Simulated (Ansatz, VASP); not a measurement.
# One calculation of TaN, two programs

The input INCAR:

```
SYSTEM = TaN
PREC = Accurate ; ENCUT = 520
EDIFF = 1E-6 ; ISMEAR = 0
SIGMA = 0.05 ; LREAL = .FALSE.
LASPH = .TRUE. ; NELM = 60
ALGO = Fast ; ISIF = 2
LWAVE = .FALSE. ; LCHARG = .TRUE.
ISPIN = 2 ; MAGMOM = 0.42 -0.44 0 0
LORBIT = 11 ; LMAXMIX = 4
LDAU = .TRUE. ; LDAUTYPE = 2
LDAUL = 2 -1 ; LDAUU = 2 0
LDAUJ = 0 0 ; LDAUPRINT = 1
GGA = CA ; LELF = .TRUE.
LVHAR = .TRUE. ; NBANDS = 28
```

File KPOINTS:

```
regular mesh
0
G
  7 7 4
  0 0 0
```

The input POSCAR:

```
TaN
1.0
    3.0480018400      0.0000000000      0.0000000000
   -1.5240009200      2.6396470300      0.0000000000
    0.0000000000      0.0000000000      4.9179997800
Ta N
2 2
Direct
    0.0000000000      0.0000000000      0.0000000000
    0.0000000000      0.0000000000      0.5000000000
    0.3333333333      0.6666666667      0.2500000000
    0.6666666667      0.3333333333      0.7500000000
```

Contents of input.yaml:

```yaml
crystal:
  lattice:
    - [3.04800184, 0.0, 0.0]
    - [-1.52400092, 2.63964703, 0.0]
    - [0.0, 0.0, 4.91799978]
  atoms:
    - { symbol: Ta, position: [0.0, 0.0, 0.0], spin: 0.42 }
    - { symbol: Ta, position: [0.0, 0.0, 0.5], spin: -0.44 }
    - { symbol: "N", position: [0.3333333333, 0.6666666667, 0.25] }
    - { symbol: "N", position: [0.6666666667, 0.3333333333, 0.75] }
hamiltonian:
  xc: lda
  pseudopotentials: { kind: paw }
  hubbard: { sites: [{ species: Ta, l: d, u_eff: 2.0 }] }
magnetization:
  spin_polarized: true
kpoints:
  mp_grid: { grid: [7, 7, 4] }
scf:
  occupations: { method: gaussian, width: 0.05 }
output:
  forces: true
  stress: true
  eigenvalues: true
  write_density: true
  write_potential: true
  elf: true
  volumetric_format: npy
```

Alike in both runs: task single point; functional LDA; k mesh 7 × 7 × 4; occupations gaussian, width 0.05 eV; collinear spin, random start; Hubbard terms Ta d U = 2 eV.

|  | VASP | Ansatz |
| --- | --- | --- |
| version | VASP 6.6.1 | Ansatz 0.2.0 |
| potentials or method | VASP PAW LDA potentials, release 64 (Ta_pv, N) | Ansatz PAW |
| plane-wave cutoff (eV) | 520 | 420 |
| valence electrons in the cell | 32 | 36 |

```csv
,VASP,Ansatz,Ansatz less VASP
gap on the k mesh at the Fermi level (eV),none,none,-
net moment per atom (μB),0.00,0.00,0.000
```

The programs project onto different local orbitals, so the same U acts differently. A gap of «none» marks a metal or a gap that the smearing closes. The two sets of potentials don't hold the same shells in valence.

Caveats: the magnetic or orbital state may not be the lowest (Ansatz); the starting moments weren't kept (Ansatz). The runs have no spin-orbit coupling, so splittings on Ta are missing. The state reached can hang on the start; a lower one may exist.
